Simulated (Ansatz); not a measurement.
A 6-atom cell of MoS2 started from a crystallographic database: a single-point calculation in Ansatz (HSE06). The cell was relaxed with r2SCAN+rVV10 and then strained (uniaxial -2.74 % along x, other directions held), with the atoms relaxed again with r2SCAN+rVV10; k points keep the names of the unstrained zone.

Input (YAML):
```yaml
crystal:
  lattice:
    - [3.0860787599, 0.0, 0.0]
    - [-1.5430393799, 2.7479154886, 0.0]
    - [0.0, 0.0, 12.4359056939]
  atoms:
    - { symbol: Mo, position: [0.3333132363, 0.6666264726, 0.25] }
    - { symbol: Mo, position: [0.6666867637, 0.3333735274, 0.75] }
    - { symbol: S, position: [0.3348288524, 0.6696577047, 0.6238028563] }
    - { symbol: S, position: [0.6651711476, 0.3303422953, 0.1238028563] }
    - { symbol: S, position: [0.3348288524, 0.6696577047, 0.8761971437] }
    - { symbol: S, position: [0.6651711476, 0.3303422953, 0.3761971437] }
kpoints:
  mp_grid: { grid: [6, 6, 2] }
  band_path:
    path:
      - [0.0, 0.0, 0.0]
      - [0.5, 0.0, 0.0]
      - [0.3333333333, 0.3333333333, 0.0]
      - [0.0, 0.0, 0.5]
      - [0.5, 0.0, 0.5]
      - [0.3333333333, 0.3333333333, 0.5]
      - [0.354167, -0.177083, 0.0]
    npoints: 1
hamiltonian:
  xc: hse06
scf:
  occupations: { method: fixed }
  n_extra_bands: 5
output:
  forces: true
  stress: true
  eigenvalues: true
```

Command: `ansatz run input.yaml --threads 4 --pin off --max-ram 4608MiB --backend cpu --events-out ev --progress --plain --runs-dir out`.

**Question.** It ran on 4 threads of Arm Neoverse V1, on a shared host, load about 0.4 per core. About how long did it take, and how much host memory at the peak?

**Answer.** About 66 s, with a peak of 2.3 GiB.

What the program printed (shortened):
```
scf.n_extra_bands = 5 over 26 filled bands (N_el = 52.0): the run solves 31 bands
Pseudopotential: Mo, paw, valence charge 14, recommended cutoff 420 eV (normal)
Pseudopotential: S, paw, valence charge 6, recommended cutoff 420 eV (normal)
Functional definition: HSE06
Crystal: 6 atoms, lattice volume = 105.460 Å³
Basis set: ecut = 420 eV, 2041 PW (Γ)
Symmetry: 8 space group operations
Space group: Cmcm (ITA 63)
k-points: 26 of 72
[warm-up without exact exchange]
SCF iter   1: HF=-13525.450138 eV  Δρ=5.76e-3  dr2=8.19e-3
SCF iter   2: HF=-13525.460348 eV  Δρ=3.03e-3  dr2=3.65e-3
SCF iter   3: HF=-13525.466308 eV  Δρ=2.57e-3  dr2=1.98e-2
SCF iter   4: HF=-13525.464194 eV  Δρ=2.34e-4  dr2=4.07e-5
SCF 1 stopped early in 4 iterations: F = -13525.464183 eV  dr2 = 4.07e-5
[exact exchange on]
Exchange kernel: α = 0.2500, screened, ω = 0.2079 Å⁻¹, Wigner–Seitz truncation, v(0) = 1044.0111 eV·Å³, q-mesh 6×6×2
SCF iter   1: HF=-13531.595710 eV  Δρ=1.08e-2  dr2=2.42e-1
SCF iter   2: HF=-13531.635812 eV  Δρ=1.23e-2  dr2=5.50e-1
SCF iter   3: HF=-13531.548181 eV  Δρ=3.52e-3  dr2=1.85e-2
SCF iter   4: HF=-13531.561953 eV  Δρ=2.01e-3  dr2=6.15e-3
SCF iter   5: HF=-13531.560637 eV  Δρ=5.30e-4  dr2=2.20e-4
SCF iter   6: HF=-13531.561480 eV  Δρ=2.95e-4  dr2=2.17e-4
SCF iter   7: HF=-13531.561438 eV  Δρ=2.71e-5  dr2=4.50e-6
SCF 2 stopped early in 7 iterations: F = -13531.561438 eV  dr2 = 4.50e-6
hybrid outer 1: dexx = +2.244e-2 eV, tail = 3.24e-5 eV
SCF iter   1: HF=-13531.561446 eV  Δρ=6.43e-5  dr2=2.11e-6
SCF iter   2: HF=-13531.561446 eV  Δρ=1.94e-5  dr2=4.57e-7
SCF iter   3: HF=-13531.561450 eV  Δρ=1.36e-5  dr2=1.75e-7
SCF iter   4: HF=-13531.561450 eV  Δρ=1.36e-6  dr2=8.86e-8
SCF iter   5: HF=-13531.561450 eV  Δρ=4.88e-6  dr2=2.81e-8
SCF iter   6: HF=-13531.561450 eV  Δρ=1.60e-7  dr2=1.28e-8
SCF iter   7: HF=-13531.561450 eV  Δρ=1.65e-6  dr2=2.60e-9
SCF 3 converged in 7 iterations: F = -13531.561450 eV  dr2 = 2.60e-9
hybrid outer 2: dexx = +6.374e-6 eV, tail = 2.47e-8 eV, Δε = 2.26e-3 eV, ΔF = 2.24e-3 eV/Å
Free energy (F): -13531.561450 eV
Fermi energy:    10.658451 eV
--- Forces (eV/Å), atoms counted from 1 ---
  atom   1  Mo      0.00000    -0.02330      0.00000
  atom   2  Mo      0.00000      0.02330      0.00000
  atom   3  S       0.00000    -0.01077      0.41668
  atom   4  S       0.00000      0.01077      0.41668
  atom   5  S       0.00000    -0.01077    -0.41668
  atom   6  S       0.00000      0.01077    -0.41668
--- Stress (GPa, compression-positive) ---
        4.195122       0.000000       0.000000
        0.000000      -1.261555       0.000000
        0.000000       0.000000      -1.410640
  P = ⅓ Tr σ = 0.5076 GPa (5.076 kbar)
```

Levels at the listed points, from bands.tsv (eV from the Fermi energy, bands near the gap, counted from 0):
```tsv
# k_distance	band_21	band_22	band_23	band_24	band_25	band_26	band_27	band_28	band_29
# fermi_ev = 10.658451
# [0, 0, 0] at k_distance = 0.000000
# [0.5, 0, 0] at k_distance = 1.167503
# [0.3333333333, 0.3333333333, 0] at k_distance = 1.832264
# [0, 0, 0.5] at k_distance = 3.185575
# [0.5, 0, 0.5] at k_distance = 4.353078
# [0.3333333333, 0.3333333333, 0.5] at k_distance = 5.017839
# [0.354167, -0.177083, 0] at k_distance = 6.189448
# levels_relative_to = fermi_ev
0.000	-2.089	-2.045	-1.495	-1.284	0.000	2.960	2.989	3.042	3.149
1.168	-2.804	-1.847	-1.651	-1.425	-1.324	2.496	2.530	2.937	3.263
1.832	-4.184	-3.116	-3.049	-0.651	-0.481	1.794	1.796	2.660	3.757
3.186	-2.274	-2.067	-2.067	-0.333	-0.333	2.961	2.961	3.150	3.150
4.353	-2.930	-1.749	-1.749	-1.369	-1.369	2.513	2.513	3.109	3.109
5.018	-3.847	-3.261	-3.261	-0.574	-0.574	1.797	1.797	3.147	3.147
6.189	-2.835	-2.014	-1.836	-1.630	-1.619	1.507	2.395	2.666	2.713
```
In order the rows are Γ, M, K, A, L, H, Γ–K (0.53).

With HSE06 the valence top lies at Γ and the conduction bottom at Γ–K (0.53 of the way from Γ), 1.51 eV higher; the smallest vertical gap, at K, is 2.27 eV. With the atoms held, the mean pressure is +0.5 GPa (compression positive). The stress of a hybrid is loosely converged here. The largest force is 0.42 eV/Å.

Calculated for a static, non-magnetic cell.

The runs are scalar-relativistic, without spin-orbit coupling.

The meshes of the hybrids are coarse, so their gaps aren't converged to the digits shown.
